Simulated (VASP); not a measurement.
# Sb (Im-3m) in VASP: further runs

Runs on Sb. Level: PBE. Tasks: single point.

Program: VASP 6.6.1. These are calculated values, not measurements. Logs are shortened: lines on timing, memory, paths and dates and some standing lists are left out, and cuts for length are marked.

**1. The crystal as given**

Symmetry: Im-3m, No. 229, cubic system. The conventional cell has a = 3.743 Å, b = 3.743 Å, c = 3.743 Å, α = 90.00°, β = 90.00°, γ = 90.00°. Sb (site symmetry m-3m) has 8 Sb at 3.24 Å as nearest neighbours.

This isn't the form of Sb at room conditions, which is rhombohedral.

**2. Single point, PBE**

File INCAR:

```
SYSTEM = Sb
PREC = Accurate
ENCUT = 450
EDIFF = 1E-6
ISMEAR = 0
SIGMA = 0.05
LREAL = .False.
LASPH = .True.
NELM = 100
ALGO = Normal
ISIF = 2
LWAVE = .False.
LCHARG = .False.
GGA = PE
ADDGRID = .False.
```

File KPOINTS:

```
Automatic mesh
0
Gamma
  3 3 3
  0 0 0
```

File POSCAR:

```
Sb
1.0
   -1.8713408863      1.8713408863      1.8713408863
    1.8713408863     -1.8713408863      1.8713408863
    1.8713408863      1.8713408863     -1.8713408863
Sb
1
Direct
    0.0000000000      0.0000000000      0.0000000000
```

Potentials or basis: VASP PAW PBE potentials, release 64 (Sb).

The run is started by

```bash
$ cat potpaw_PBE.64/Sb/POTCAR > POTCAR
$ mpirun -np 1 vasp_std > vasp.out
```

OUTCAR:

```text
SYSTEM = Sb
   PREC = Accurate
   ENCUT = 450
   EDIFF = 1E-6
   ISMEAR = 0
   LREAL = .False.
   LASPH = .True.
   NELM = 100
   ISIF = 2
   GGA = PE

 Found      4 irreducible k-points:

 Following reciprocal coordinates:
            Coordinates               Weight
  0.000000  0.000000  0.000000      1.000000
  0.333333  0.000000  0.000000     12.000000
  0.333333  0.333333  0.000000      8.000000
 -0.333333  0.333333  0.333333      6.000000
   k-points           NKPTS =      4   k-points in BZ     NKDIM =      4   number of bands    NBANDS=      6
   number of dos      NEDOS =    301   number of ions     NIONS =      1
   total plane-waves  NPLWV =  13824
   dimension x,y,z NGX =    24 NGY =   24 NGZ =   24
   dimension x,y,z NGXF=    48 NGYF=   48 NGZF=   48
   ions per type =               1
   NGX,Y,Z   is equivalent  to a cutoff of  12.31, 12.31, 12.31 a.u.
   NGXF,Y,Z  is equivalent  to a cutoff of  24.62, 24.62, 24.62 a.u.
 SYSTEM =  Sb
   PREC   = accura    normal or accurate (medium, high low for compatibility)
   ISTART =      0    job   : 0-new  1-cont  2-samecut
   ICHARG =      2    charge: 1-file 2-atom 10-const
   ISPIN  =      1    spin polarized calculation?
   LNONCOLLINEAR =      F non collinear calculations
   LSORBIT =      F    spin-orbit coupling
   LASPH  =      T    aspherical Exc in radial PAW
   ENCUT  =  450.0 eV  33.07 Ry    5.75 a.u.   5.61  5.61  5.61*2*pi/ulx,y,z
   NELM   =    100;   NELMIN=  2; NELMDL= -5     # of ELM steps
   EDIFF  = 0.1E-05   stopping-criterion for ELM
   LREAL  =      F    real-space projection
   EDIFFG = 0.1E-04   stopping-criterion for IOM
   NSW    =      0    number of steps for IOM
   IBRION =     -1    ionic relax: 0-MD 1-quasi-New 2-CG
   NFREE  =      0    steps in history (QN), initial steepest desc. (CG)
   ISIF   =      2    stress and relaxation
   ISYM   =      2    0-nonsym 1-usesym 2-fastsym
   POTIM  = 0.5000    time-step for ionic-motion
   TEBEG  =    0.0;   TEEND  =   0.0 temperature during run
   PSTRESS=    0.0 pullay stress
   NELECT =       5.0000    total number of electrons
   NUPDOWN=      -1.0000    fix difference up-down
   EMIN   =  10.00;   EMAX   =-10.00  energy-range for DOS
   EFERMI =   0.00;   METHOD = LEGACY
   ISMEAR =     0;   SIGMA  =   0.05  broadening in eV -4-tet -1-fermi 0-gaus
   EFERMI_NEDOS =   21; number of points for ismear=-14 and -15
   IALGO  =     38    algorithm
   IMIX   =      4    mixing-type and parameters
     AMIX     =   0.40;   BMIX     =  1.00
     AMIX_MAG =   1.60;   BMIX_MAG =  1.00
  volume/ion in A,a.u.               =      26.21       176.89
  Fermi-wavevector in a.u.,A,eV,Ry     =   0.942378  1.780837 12.083018  0.888077
  Thomas-Fermi vector in A             =   2.069982
   LORBIT       =      0    0 simple, 1 ext, 2 COOP (PROOUT), +10 PAW based schemes
   GGA     = PE    functional components
   LHFCALC =     F    Hartree Fock is set to
   AEXX    =    0.0000 exact exchange contribution
   IVDW    =     0    specifies the selected vdW correction
   LEPSILON=     F    determine dielectric tensor
   LRPA    =     F    only Hartree local field effects (RPA)
 non-spin polarized calculation
 Gauss-broadening in eV      SIGMA  =   0.05
  energy-cutoff  :      450.00
  volume of cell :       26.21
 maximum number of plane-waves:       577
 NGX is ok and might be reduce to    24
   NGX = 11   NGY = 11   NGZ = 11

 number of electron       4.9999999 magnetization

 Free energy of the ion-electron system (eV)
  ---------------------------------------------------
  ext. energy  EPLUGINS =         0.00000000
  ---------------------------------------------------
  free energy    TOTEN  =        -4.22300150 eV

  energy without entropy =       -4.21053240  energy(sigma->0) =       -4.21676695

 E-fermi :   8.0442     XC(G=0): -10.3412

 val. band max:        8.0405174052   @ k =  -0.3333   0.3333   0.3333
 cond. band min:      11.2343925733   @ k =   0.3333   0.3333   0.0000
 fundamental gap:      3.1938751681
 Fermi energy:         8.0442167056

 k-point     1 :       0.0000    0.0000    0.0000
  band No.  band energies     occupation
      1      -4.2368      2.00000
      2      14.5302      0.00000
      3      14.5302      0.00000
      4      14.5302      0.00000
      5      19.4876      0.00000
      6      19.4876      0.00000

 k-point     2 :       0.3333    0.0000    0.0000
  band No.  band energies     occupation
      1      -1.9078      2.00000
      2       6.0898      2.00000
      3      11.2440      0.00000
      4      13.0689      0.00000
      5      15.8181      0.00000
      6      16.2348      0.00000

 k-point     3 :       0.3333    0.3333    0.0000
  band No.  band energies     occupation
      1       0.8489      2.00000
      2       4.9464      2.00000
      3       4.9464      2.00000
      4      11.2344      0.00000
      5      17.9860      0.00000
      6      19.8434      0.00000

 k-point     4 :      -0.3333    0.3333    0.3333
  band No.  band energies     occupation
      1       0.3185      2.00000
      2       7.4821      2.00000
      3       8.0405      1.08333
      4       8.0405      1.08333
      5      12.7364      0.00000
      6      17.1848      0.00000

------------------------ aborting loop because EDIFF is reached ----------------------------------------

  FORCE on cell =-STRESS in cart. coord.  units (eV):
  Direction    XX          YY          ZZ          XY          YZ          ZX
  --------------------------------------------------------------------------------------
  -------------------------------------------------------------------------------------
  Total        0.8565011      0.8565011      0.8565011     -0.0000000     -0.0000000     -0.0000000
  in kB       52.3503727     52.3503727     52.3503727     -0.0000000     -0.0000000     -0.0000000
  external PRESSURE =      52.3503727 kB  Pullay stress =       0.0000000 kB

 VOLUME and BASIS-vectors are now :
 -----------------------------------------------------------------------------
  energy-cutoff  :      450.00
  volume of cell :       26.21
      direct lattice vectors                 reciprocal lattice vectors
    -1.871340886  1.871340886  1.871340886     0.000000000  0.267188092  0.267188092
     1.871340886 -1.871340886  1.871340886     0.267188092  0.000000000  0.267188092
     1.871340886  1.871340886 -1.871340886     0.267188092  0.267188092  0.000000000

 POSITION                                       TOTAL-FORCE (eV/Angst)
 -----------------------------------------------------------------------------------
      0.00000      0.00000      0.00000         0.000000      0.000000      0.000000
 -----------------------------------------------------------------------------------
    total drift:                               -0.000000      0.000000      0.000000

  FREE ENERGIE OF THE ION-ELECTRON SYSTEM (eV)
  ---------------------------------------------------
  free  energy   TOTEN  =        -4.2230014983 eV

  energy  without entropy=       -4.2105323960  energy(sigma->0) =       -4.21676695
```

Wall time 3.4 s (1 thread of AMD EPYC 7R43 (Zen 3), shared host); peak memory 0.09 GiB.

The run converged, but some of its settings lie outside the range that counts as converged, so its numbers aren't taken as properties of the crystal.

What came out:

| Property | Result |
| --- | --- |
| Free energy | -4.2230 eV |
| Pressure | 5.2 GPa |
| Band gap on the k mesh | none (metal or under the smearing width) |

Caveat: the k mesh is coarse (spacing up to 0.79 Å⁻¹), so the values aren't converged.

**3. Single point, PBE**

INCAR is that of step 2.

KPOINTS is that of step 2.

File POSCAR:

```
Sb
1.0
   -1.8488020000      1.8498240000      1.9110830000
    1.8778730000     -1.8297390000      1.9200690000
    1.8451380000      1.8260750000     -1.8909980000
Sb
1
Direct
   -0.0010080000      0.0132760000      0.0062290000
```

Potentials or basis: VASP PAW PBE potentials, release 64 (Sb).

The run is started by

```bash
$ cat potpaw_PBE.64/Sb/POTCAR > POTCAR
$ mpirun -np 1 vasp_std > vasp.out
```

It took 5.3 s on 1 thread of AMD EPYC 7R43 (Zen 3), shared host; peak memory 0.1 GiB.

The run converged, but some of its settings lie outside the range that counts as converged, so its numbers aren't taken as properties of the crystal.

What came out:

| Item | Value |
| --- | --- |
| Free energy | -4.3066 eV |
| Pressure | 4.5 GPa |
| Band gap on the k mesh | none (metal or under the smearing width) |

Caveat: the k mesh is coarse (spacing up to 0.80 Å⁻¹), so the values aren't converged.

**4. Single point, PBE**

INCAR: that of step 3 with these lines changed.

```diff
@@ -2,3 +2,3 @@
 PREC = Accurate
-ENCUT = 450
+ENCUT = 300
 EDIFF = 1E-6
```

File KPOINTS:

```
Automatic mesh
0
Gamma
  4 4 4
  0 0 0
```

File POSCAR:

```
Sb
1.0
   -1.8713408863      1.8713408863      1.8713408863
    1.8713408863     -1.8713408863      1.8713408863
    1.8713408863      1.8713408863     -1.8713408863
Sb
1
Direct
    0.0000000000      0.0000000000      0.0000000000
```

Potentials or basis: VASP PAW PBE potentials, release 64 (Sb).

The run is started by

```bash
$ cat potpaw_PBE.64/Sb/POTCAR > POTCAR
$ mpirun -np 1 vasp_std > vasp.out
```

OUTCAR:

```text
SYSTEM = Sb
   PREC = Accurate
   ENCUT = 300
   EDIFF = 1E-6
   ISMEAR = 0
   LREAL = .False.
   LASPH = .True.
   NELM = 100
   ISIF = 2
   GGA = PE

 Found      8 irreducible k-points:

 Following reciprocal coordinates:
            Coordinates               Weight
  0.000000  0.000000  0.000000      1.000000
  0.250000  0.000000  0.000000     12.000000
  0.500000  0.000000  0.000000      6.000000
  0.250000  0.250000  0.000000     24.000000
  0.250000  0.250000  0.250000      2.000000
 -0.250000  0.250000  0.250000      6.000000
   k-points           NKPTS =      8   k-points in BZ     NKDIM =      8   number of bands    NBANDS=      6
   number of dos      NEDOS =    301   number of ions     NIONS =      1
   total plane-waves  NPLWV =   5832
   dimension x,y,z NGX =    18 NGY =   18 NGZ =   18
   dimension x,y,z NGXF=    36 NGYF=   36 NGZF=   36
   ions per type =               1
   NGX,Y,Z   is equivalent  to a cutoff of   9.23,  9.23,  9.23 a.u.
   NGXF,Y,Z  is equivalent  to a cutoff of  18.46, 18.46, 18.46 a.u.
 SYSTEM =  Sb
   PREC   = accura    normal or accurate (medium, high low for compatibility)
   ISTART =      0    job   : 0-new  1-cont  2-samecut
   ICHARG =      2    charge: 1-file 2-atom 10-const
   ISPIN  =      1    spin polarized calculation?
   LNONCOLLINEAR =      F non collinear calculations
   LSORBIT =      F    spin-orbit coupling
   LASPH  =      T    aspherical Exc in radial PAW
   ENCUT  =  300.0 eV  22.05 Ry    4.70 a.u.   4.58  4.58  4.58*2*pi/ulx,y,z
   NELM   =    100;   NELMIN=  2; NELMDL= -5     # of ELM steps
   EDIFF  = 0.1E-05   stopping-criterion for ELM
   LREAL  =      F    real-space projection
   EDIFFG = 0.1E-04   stopping-criterion for IOM
   NSW    =      0    number of steps for IOM
   IBRION =     -1    ionic relax: 0-MD 1-quasi-New 2-CG
   NFREE  =      0    steps in history (QN), initial steepest desc. (CG)
   ISIF   =      2    stress and relaxation
   ISYM   =      2    0-nonsym 1-usesym 2-fastsym
   POTIM  = 0.5000    time-step for ionic-motion
   TEBEG  =    0.0;   TEEND  =   0.0 temperature during run
   PSTRESS=    0.0 pullay stress
   NELECT =       5.0000    total number of electrons
   NUPDOWN=      -1.0000    fix difference up-down
   EMIN   =  10.00;   EMAX   =-10.00  energy-range for DOS
   EFERMI =   0.00;   METHOD = LEGACY
   ISMEAR =     0;   SIGMA  =   0.05  broadening in eV -4-tet -1-fermi 0-gaus
   EFERMI_NEDOS =   21; number of points for ismear=-14 and -15
   IALGO  =     38    algorithm
   IMIX   =      4    mixing-type and parameters
     AMIX     =   0.40;   BMIX     =  1.00
     AMIX_MAG =   1.60;   BMIX_MAG =  1.00
  volume/ion in A,a.u.               =      26.21       176.89
  Fermi-wavevector in a.u.,A,eV,Ry     =   0.942378  1.780837 12.083018  0.888077
  Thomas-Fermi vector in A             =   2.069982
   LORBIT       =      0    0 simple, 1 ext, 2 COOP (PROOUT), +10 PAW based schemes
   GGA     = PE    functional components
   LHFCALC =     F    Hartree Fock is set to
   AEXX    =    0.0000 exact exchange contribution
   IVDW    =     0    specifies the selected vdW correction
   LEPSILON=     F    determine dielectric tensor
   LRPA    =     F    only Hartree local field effects (RPA)
 non-spin polarized calculation
 Gauss-broadening in eV      SIGMA  =   0.05
  energy-cutoff  :      300.00
  volume of cell :       26.21
 maximum number of plane-waves:       321
   NGX =  9   NGY =  9   NGZ =  9

 number of electron       5.0000002 magnetization

 Free energy of the ion-electron system (eV)
  ---------------------------------------------------
  ext. energy  EPLUGINS =         0.00000000
  ---------------------------------------------------
  free energy    TOTEN  =        -3.81873390 eV

  energy without entropy =       -3.81452074  energy(sigma->0) =       -3.81662732

 E-fermi :   8.4785     XC(G=0): -10.3537

 val. band max:        8.4547027820   @ k =   0.2500   0.0000   0.0000
 cond. band min:       8.8343773538   @ k =  -0.2500   0.2500   0.2500
 fundamental gap:      0.3796745718
 Fermi energy:         8.4785495958

 k-point     1 :       0.0000    0.0000    0.0000
  band No.  band energies     occupation
      1      -4.2628      2.00000
      2      14.4867      0.00000
      3      14.4867      0.00000
      4      14.4867      0.00000
      5      19.4296      0.00000
      6      19.4296      0.00000

 k-point     2 :       0.2500    0.0000    0.0000
  band No.  band energies     occupation
      1      -2.9340      2.00000
      2       8.4547      1.50000
      3      11.9972      0.00000
      4      13.5012      0.00000
      5      16.4440      0.00000
      6      16.7826      0.00000
[... 28 lines left out ...]
 k-point     6 :      -0.2500    0.2500    0.2500
  band No.  band energies     occupation
      1      -1.6279      2.00000
      2       8.8344      0.00000
      3       9.5316      0.00000
      4       9.5316      0.00000
      5      14.0308      0.00000
      6      21.0490      0.00000

 [... further k-points ...]

------------------------ aborting loop because EDIFF is reached ----------------------------------------

  FORCE on cell =-STRESS in cart. coord.  units (eV):
  Direction    XX          YY          ZZ          XY          YZ          ZX
  --------------------------------------------------------------------------------------
  -------------------------------------------------------------------------------------
  Total       -0.0213225     -0.0213225     -0.0213225      0.0000000      0.0000000      0.0000000
  in kB       -1.3032551     -1.3032551     -1.3032551      0.0000000      0.0000000      0.0000000
  external PRESSURE =      -1.3032551 kB  Pullay stress =       0.0000000 kB

 VOLUME and BASIS-vectors are now :
 -----------------------------------------------------------------------------
  energy-cutoff  :      300.00
  volume of cell :       26.21
      direct lattice vectors                 reciprocal lattice vectors
    -1.871340886  1.871340886  1.871340886     0.000000000  0.267188092  0.267188092
     1.871340886 -1.871340886  1.871340886     0.267188092  0.000000000  0.267188092
     1.871340886  1.871340886 -1.871340886     0.267188092  0.267188092  0.000000000

 POSITION                                       TOTAL-FORCE (eV/Angst)
 -----------------------------------------------------------------------------------
      0.00000      0.00000      0.00000        -0.000000     -0.000000     -0.000000
 -----------------------------------------------------------------------------------
    total drift:                               -0.000000     -0.000000      0.000000

  FREE ENERGIE OF THE ION-ELECTRON SYSTEM (eV)
  ---------------------------------------------------
  free  energy   TOTEN  =        -3.8187339000 eV

  energy  without entropy=       -3.8145207380  energy(sigma->0) =       -3.81662732
```

Run time: 2.4 s. Hardware: 1 thread of AMD EPYC 7R43 (Zen 3), shared host; peak memory 0.08 GiB.

These settings aren't checked as converged: the numbers below hold their error.

Results:

```
Free energy            : -3.8187 eV
Pressure               : -0.1 GPa
Band gap on the k mesh : none (metal or under the smearing width)
```

Caveat: the k mesh is coarse (spacing up to 0.59 Å⁻¹), so the values aren't converged.

**5. Single point, PBE**

INCAR is that of step 4.

KPOINTS is that of step 4.

File POSCAR:

```
Sb
1.0
   -1.8488020000      1.8498240000      1.9110830000
    1.8778730000     -1.8297390000      1.9200690000
    1.8451380000      1.8260750000     -1.8909980000
Sb
1
Direct
   -0.0010080000      0.0132760000      0.0062290000
```

The run is started by

```bash
$ cat potpaw_PBE.64/Sb/POTCAR > POTCAR
$ mpirun -np 1 vasp_std > vasp.out
```

Wall time 3.3 s (1 thread of AMD EPYC 7R43 (Zen 3), shared host); peak memory 0.08 GiB.

The run converged, but some of its settings lie outside the range that counts as converged, so its numbers aren't taken as properties of the crystal.

Results:

- Free energy: -3.8136 eV
- Pressure: 0.0 GPa
- Band gap on the k mesh: none (metal or under the smearing width)

Caveat: the k mesh is coarse (spacing up to 0.60 Å⁻¹), so the values aren't converged.

**6. Single point, PBE**

INCAR: that of step 5 with these lines changed.

```diff
@@ -2,3 +2,3 @@
 PREC = Accurate
-ENCUT = 300
+ENCUT = 550
 EDIFF = 1E-6
```

File KPOINTS:

```
Automatic mesh
0
Gamma
  3 3 3
  0 0 0
```

File POSCAR:

```
Sb
1.0
   -1.8713408863      1.8713408863      1.8713408863
    1.8713408863     -1.8713408863      1.8713408863
    1.8713408863      1.8713408863     -1.8713408863
Sb
1
Direct
    0.0000000000      0.0000000000      0.0000000000
```

Potentials or basis: VASP PAW PBE potentials, release 64 (Sb).

The run is started by

```bash
$ cat potpaw_PBE.64/Sb/POTCAR > POTCAR
$ mpirun -np 1 vasp_std > vasp.out
```

It took 3.5 s on 1 thread of AMD EPYC 7R43 (Zen 3), shared host; peak memory 0.11 GiB.

The run converged, but some of its settings lie outside the range that counts as converged, so its numbers aren't taken as properties of the crystal.

What came out:

```yaml
Free_energy: -4.2230 eV
Pressure: 5.2 GPa
Band_gap_on_the_k_mesh: none (metal or under the smearing width)
```

Caveat: the k mesh is coarse (spacing up to 0.79 Å⁻¹), so the values aren't converged.
